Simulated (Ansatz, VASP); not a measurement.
# AlN: VASP beside Ansatz

Aim: how closely do two programs agree when they are given the same cell, functional and k mesh? The cell is taken from a series of VASP runs on this material, whose earlier steps may have relaxed, scaled or displaced it; both programs get it as it stands.

Calculated with Ansatz 0.2.0; plane waves, with VASP 6.6.1 beside it; band structure at HSE06 and band structure at r2SCAN-EpsX with an exact-exchange share of 0.222.

**1. The structure**

It takes space group P6_3mc (No. 186, hexagonal). The conventional cell has a = 3.081 Å, b = 3.081 Å, c = 5.031 Å, α = 90.00°, β = 90.00°, γ = 120.00°. Al has 4 N at 1.88 to 1.90 Å nearest. N has 4 Al at 1.88 to 1.90 Å nearest. Farther neighbours and most contacts between anions are not listed.

Structure file:

```cif
data_structure
_symmetry_space_group_name_H-M 'P6_3mc'
_symmetry_Int_Tables_number 186
_cell_length_a 3.0810
_cell_length_b 3.0810
_cell_length_c 5.0310
_cell_angle_alpha 90.000
_cell_angle_beta 90.000
_cell_angle_gamma 120.000
_cell_volume 41.36
loop_
_atom_site_label
_atom_site_type_symbol
_atom_site_symmetry_multiplicity
_atom_site_Wyckoff_symbol
_atom_site_fract_x
_atom_site_fract_y
_atom_site_fract_z
_atom_site_occupancy
Al1 Al 2 b 0.66667 0.33333 0.50185 1
N1 N 2 b 0.66667 0.33333 0.88015 1
```

**2. VASP: band structure, HSE06**

Levels along a path test the potential and the projectors away from the mesh points.

Lines of VASP's logs that name or quote its potential files are left out, and so is its time.

The run reads the wave functions of an earlier VASP run, which isn't shown here.

INCAR reads:

```
SYSTEM = AlN
PREC = Accurate
ENCUT = 460
EDIFF = 1E-06
NELM = 100
ISMEAR = 0
SIGMA = 0.03
LREAL = .FALSE.
ALGO = Normal
LHFCALC = .TRUE.
AEXX = 0.25
GGA = PE
HFSCREEN = 0.2
LASPH = .TRUE.
NBANDS = 14
PRECFOCK = Fast
LORBIT = 11
LWAVE = .FALSE.
LCHARG = .FALSE.
KPAR = 8
```

POSCAR reads:

```
AlN
1.0
    3.0810000000      0.0000000000      0.0000000000
   -1.5405000000      2.6682242691      0.0000000000
    0.0000000000      0.0000000000      5.0310000000
Al N
2 2
Direct
    0.6666666667      0.3333333333      0.5018479882
    0.3333333333      0.6666666667      0.0018479882
    0.6666666667      0.3333333333      0.8801520118
    0.3333333333      0.6666666667      0.3801520118
```

KPOINTS reads:

```
Automatic mesh
0
Gamma
5 5 3
0 0 0
```

KPOINTS_OPT reads:

```
Line mode
10
Line-mode
Reciprocal
  0.00000000   0.00000000   0.00000000 GAMMA
  0.50000000   0.00000000   0.00000000 M

  0.50000000   0.00000000   0.00000000 M
  0.33333333   0.33333333   0.00000000 K

  0.33333333   0.33333333   0.00000000 K
  0.00000000   0.00000000   0.00000000 GAMMA

  0.00000000   0.00000000   0.00000000 GAMMA
  0.00000000   0.00000000   0.50000000 A

  0.00000000   0.00000000   0.50000000 A
  0.50000000   0.00000000   0.50000000 L

  0.50000000   0.00000000   0.50000000 L
  0.33333333   0.33333333   0.50000000 H

  0.33333333   0.33333333   0.50000000 H
  0.00000000   0.00000000   0.50000000 A

  0.50000000   0.00000000   0.50000000 L
  0.50000000   0.00000000   0.00000000 M

  0.33333333   0.33333333   0.00000000 K
  0.33333333   0.33333333   0.50000000 H
```

The projector-augmented-wave data sets are Al and N (PBE family, release 64).

Command:

```bash
$ mpirun -np 8 vasp_std
```

Numbers of over 12 decimals in the logs are rounded to 6 here.

What it wrote:

```text
[banner, memory and clock lines left out]
running    8 mpi-ranks, on    1 nodes
 distrk:  each k-point on    1 cores,    8 groups
 distr:  one band on    1 cores,    1 groups

 POSCAR found type information on POSCAR AlN
 POSCAR found :  2 types and       4 ions
|                                                                             |
|           W    W    AA    RRRRR   N    N  II  N    N   GGGG   !!!           |
|           W    W   A  A   R    R  NN   N  II  NN   N  G    G  !!!           |
|           W    W  A    A  R    R  N N  N  II  N N  N  G       !!!           |
|           W WW W  AAAAAA  RRRRR   N  N N  II  N  N N  G  GGG   !            |
|           WW  WW  A    A  R   R   N   NN  II  N   NN  G    G                |
|           W    W  A    A  R    R  N    N  II  N    N   GGGG   !!!           |
|                                                                             |
|     For optimal performance we recommend to set                             |
|       NCORE = 2 up to number-of-cores-per-socket                            |
|     NCORE specifies how many cores store one orbital (NPAR=cpu/NCORE).      |
|     This setting can greatly improve the performance of VASP for DFT.       |
|     The default, NCORE=1 might be grossly inefficient on modern             |
|     multi-core architectures or massively parallel machines. Do your        |
|     Unfortunately you need to use the default for GW and RPA                |
|     calculations (for HF NCORE is supported but not extensively tested      |
|     yet).                                                                   |
|                                                                             |

 LDA part: xc-table for (Slater+PW92), standard interpolation
 found WAVECAR, reading the header
 POSCAR, INCAR and KPOINTS ok, starting setup
 FFT: planning ... GRIDC
 FFT: planning ... GRID_SOFT
 FFT: planning ... GRID
 reading WAVECAR
 the WAVECAR file was read successfully
 initial charge from wavefunction
 entering main loop
       N       E                     dE             d eps       ncg     rms          rms(c)
DAV:   1    -0.349472564681E+02   -0.34947E+02   -0.15092E+00   378   0.907E+00    0.132E+01
DAV:   2    -0.349526699348E+02   -0.54135E-02   -0.38165E-02   356   0.168E+00    0.898E+00
DAV:   3    -0.349482108494E+02    0.44591E-02   -0.65134E-03   340   0.600E-01    0.551E+00
DAV:   4    -0.349476948967E+02    0.51595E-03   -0.95705E-04   346   0.217E-01    0.330E+00
DAV:   5    -0.349473795274E+02    0.31537E-03   -0.69559E-05   346   0.740E-02    0.195E+00
DAV:   6    -0.349472708319E+02    0.10870E-03   -0.51110E-05   346   0.622E-02    0.112E+00
DAV:   7    -0.349472364692E+02    0.34363E-04   -0.94806E-06   370   0.275E-02    0.641E-01
DAV:   8    -0.349472247275E+02    0.11742E-04   -0.26449E-06   334   0.140E-02    0.368E-01
DAV:   9    -0.349472214128E+02    0.33147E-05   -0.10476E-06   230   0.905E-03    0.214E-01
DAV:  10    -0.349472203387E+02    0.10741E-05   -0.47968E-07   212   0.615E-03    0.120E-01
DAV:  11    -0.349472201969E+02    0.14176E-06   -0.16212E-07   176   0.368E-03
   1 F= -.34947220E+02 E0= -.34947220E+02  d E =-.346978E-15
 Start KPOINTS_OPT (optional k-point list driver)
k-point batch [1-10\90]
       N       E                     dE             ncg
DAV:   1     0.742017440392E+03   -0.20925E+04      280
DAV:   2     0.282169423243E+02   -0.71380E+03      364
DAV:   3    -0.324297647219E+02   -0.60647E+02      346
DAV:   4    -0.332585476795E+02   -0.82878E+00      370
DAV:   5    -0.332679420152E+02   -0.93943E-02      370
DAV:   6    -0.332681228831E+02   -0.18087E-03      354
DAV:   7    -0.332681278681E+02   -0.49850E-05      332
DAV:   8    -0.332681280201E+02   -0.15206E-06      260
[...]
k-point batch [81-90\90]
       N       E                     dE             ncg
DAV:   1     0.544474337882E+03   -0.61616E+04      280
DAV:   2    -0.858485645878E+02   -0.63032E+03      352
DAV:   3    -0.131882438785E+03   -0.46034E+02      364
DAV:   4    -0.132621175254E+03   -0.73874E+00      382
DAV:   5    -0.132628325587E+03   -0.71503E-02      364
DAV:   6    -0.132628489824E+03   -0.16424E-03      380
DAV:   7    -0.132628492918E+03   -0.30946E-05      300
DAV:   8    -0.132628493012E+03   -0.93714E-07      260
```

OUTCAR, selected parts (step 2):

```text
ion  position               nearest neighbor table
   1  0.667  0.333  0.502-   4 1.88   4 1.88   4 1.88   3 1.90   2 3.08   2 3.08   2 3.08   2 3.08
                             2 3.08   2 3.08
   2  0.333  0.667  0.002-   3 1.88   3 1.88   3 1.88   4 1.90   1 3.08   1 3.08   1 3.08   1 3.08
                             1 3.08   1 3.08
   3  0.667  0.333  0.880-   2 1.88   2 1.88   2 1.88   1 1.90
   4  0.333  0.667  0.380-   1 1.88   1 1.88   1 1.88   2 1.90

  LATTYP: Found a hexagonal cell.
 ALAT       =     3.0810000000
 C/A-ratio  =     1.6329113924

 Subroutine GETGRP returns: Found 12 space group operations
 (whereof  6 operations were pure point group operations)

The static configuration has the point symmetry C_3v.
 The point group associated with its full space group is C_6v.

 Found     10 irreducible k-points:

   k-points           NKPTS =     10   k-points in BZ     NKDIM =     75   number of bands    NBANDS=     14

   dimension x,y,z NGX =    24 NGY =   24 NGZ =   36
   dimension x,y,z NGXF=    48 NGYF=   48 NGZF=   72

   ENCUT  =  460.0 eV  33.81 Ry    5.81 a.u.   5.39  5.39  8.80*2*pi/ulx,y,z

   NELECT =      16.0000    total number of electrons

 k-points in reciprocal lattice and weights: Automatic mesh
   0.00000000  0.00000000  0.00000000       0.013
   0.20000000  0.00000000  0.00000000       0.080
   0.40000000  0.00000000  0.00000000       0.080
   0.20000000  0.20000000  0.00000000       0.080
   0.40000000  0.20000000  0.00000000       0.080
   0.00000000  0.00000000  0.33333333       0.027
   0.20000000  0.00000000  0.33333333       0.160
   0.40000000  0.00000000  0.33333333       0.160
   0.20000000  0.20000000  0.33333333       0.160
   0.40000000  0.20000000  0.33333333       0.160

  exchange ACFDT corr.  =         0.00000000  see jH, gK, PRB 81, 115126

 average (electrostatic) potential at core
       1 -67.5579       2 -67.5579       3 -54.7676       4 -54.7676

 E-fermi :   5.3607

 k-point     1 :       0.0000    0.0000    0.0000
  band No.  band energies     occupation
    ...
      4       4.4673      2.00000
      5       4.4674      2.00000
      6       5.1370      2.00000
      7       5.1371      2.00000
      8       5.2042      2.00000
      9      10.9697      0.00000
     10      13.7510      0.00000
     11      17.7695      0.00000
     12      18.3875      0.00000
     13      18.3875      0.00000
    ...

 k-point     2 :       0.2000    0.0000    0.0000
  band No.  band energies     occupation
    ...
      4       2.3941      2.00000
      5       3.3083      2.00000
      6       3.8960      2.00000
      7       4.9505      2.00000
      8       4.9780      2.00000
      9      12.6280      0.00000
     10      14.9269      0.00000
     11      15.5857      0.00000
     12      16.9487      0.00000
     13      19.1275      0.00000
    ...

 k-point     3 :       0.4000    0.0000    0.0000
  band No.  band energies     occupation
    ...
      4       1.0017      2.00000
      5       1.1381      2.00000
      6       3.2079      2.00000
      7       3.8697      2.00000
      8       4.6207      2.00000
      9      12.7326      0.00000
     10      12.8611      0.00000
     11      15.0896      0.00000
     12      17.4468      0.00000
     13      18.1416      0.00000
    ...

  energy-cutoff  :      460.00
  volume of cell :       41.36
      direct lattice vectors                 reciprocal lattice vectors
     3.081000000  0.000000000  0.000000000     0.324569945  0.187390545  0.000000000
    -1.540500000  2.668224269  0.000000000     0.000000000  0.374781090  0.000000000
     0.000000000  0.000000000  5.031000000     0.000000000  0.000000000  0.198767641

 POSITION                                       TOTAL-FORCE (eV/Angst)
 -----------------------------------------------------------------------------------
      1.54050      0.88941      2.52480         0.000000      0.000000     -0.013658
     -0.00000      1.77882      0.00930        -0.000000     -0.000000     -0.013658
      1.54050      0.88941      4.42804         0.000000      0.000000      0.013658
     -0.00000      1.77882      1.91254        -0.000000     -0.000000      0.013658
 -----------------------------------------------------------------------------------
    total drift:                                0.000000      0.000000      0.003102

  FREE ENERGIE OF THE ION-ELECTRON SYSTEM (eV)
  ---------------------------------------------------
  free  energy   TOTEN  =       -34.9472201969 eV

  energy  without entropy=      -34.9472201969  energy(sigma->0) =      -34.94722020

 total charge
# of ion       s       p       d       tot
------------------------------------------
    1        0.423   0.462   0.000   0.885
    2        0.423   0.462   0.000   0.885
    3        1.227   2.648   0.000   3.875
    4        1.227   2.648   0.000   3.875
--------------------------------------------------
tot          3.300   6.220   0.000   9.519

[... 3 further parts left out ...]
```

[end of part 1 of 3]

[Lines on the potential files, build, host, timing and source positions are cut from VASP's logs without a mark.]

[Logs are printed without paths, hosts, clocks, repeated set-up lines and the standing remarks that a program may print on its own settings, such as how far it seeks lower states.]

[Hosts, paths, dates, database ids (printed as entryN), source tags and the programs' standing remarks are cut or masked in the printed files.]
